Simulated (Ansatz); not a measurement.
## Replacing O in ZnO

Level of theory: DFT, PBEsol, scalar-relativistic, spin polarisation where moments were expected; plane waves to 420 eV with PAW datasets (Ansatz 0.2.0), Gaussian smearing of 0.05 eV.

ZnO was relaxed to zero pressure in the COD cell structure.

Symmetry: P6_3mc, No. 186, hexagonal system. Conventional cell: a = 3.230 Å, b = 3.230 Å, c = 5.214 Å, α = 90.00°, β = 90.00°, γ = 120.00°. Zn (site symmetry 3m) is surrounded by 4 O at 1.97 to 1.98 Å. O (site symmetry 3m) has 4 Zn at 1.97 to 1.98 Å as nearest neighbours. Neighbours are those within 15 % of a site's shortest distance, so a longer bond may be listed from one end only.

Results for ZnO: a (Å) 3.230, c (Å) 5.214, V (Å³/atom) 11.78, shortest unlike bond (Å) 1.97, gap (eV) 0.70, B0 (GPa) 145, E_f (eV/atom) -1.47.

Question: All O is replaced by S and the cell relaxed again in the same space group. What comes out?

Answer: ZnS: a (Å) 3.782, c (Å) 6.210, V (Å³/atom) 19.23, shortest unlike bond (Å) 2.32, gap (eV) 2.15, B0 (GPa) 79, E_f (eV/atom) -0.82.

The volume changes by +63.2 %, or +17.7 % in mean length, and the shortest unlike bond by 0.35 Å. The bulk modulus goes from 144.7 to 78.6 GPa, as V^−1.2: with like bonding the larger cell is the softer. The formation energy moves by 0.65 eV/atom, so ZnO is the more strongly bound against its own elements. That goes with its larger difference in electronegativity (Pauling: O 3.44, S 2.58, Zn 1.65). For O, S the 2 valence electrons of Zn just fill the anion's shell; these members are gapped.

The PAW datasets were made for PBE. The gaps are differences of one-electron levels. Semilocal functionals put them too low, often by a third to a half, so a small gap or a slight overlap here can be a sizeable gap in the solid. E_f is the formation energy from the elements run alike, at 0 K, without zero-point energy or any correction for the binding of gas molecules or dispersion between the molecules, chains or layers of the solid elements; it is good to about 0.01 eV/atom as a calculation.

All runs used the PAW datasets of the set soft_2.

Replacing O by S expands and softens the lattice because the S 3p shell is larger and more diffuse than O 2p, giving longer, more covalent bonds with less stiffness per unit volume. The gap runs against simple electronegativity reasoning: the more ionic oxide has the smaller one, 0.70 against 2.15 eV. The ordering is real. Zn 3d states repel the anion p valence band upwards, more strongly in the oxide, where O 2p lies closer to them, while the deep O 2s level probably pushes the Zn 4s-derived conduction-band edge up less than S 3s does.

The size of the difference is not reliable, however, since the measured gaps of the two compounds lie much closer together. The functional places Zn 3d too high, which exaggerates the p-d repulsion and closes the ZnO gap disproportionately. With S confined to the wurtzite structure, the calculation does not address its competition with zinc blende, the stable form of ZnS at ambient conditions.
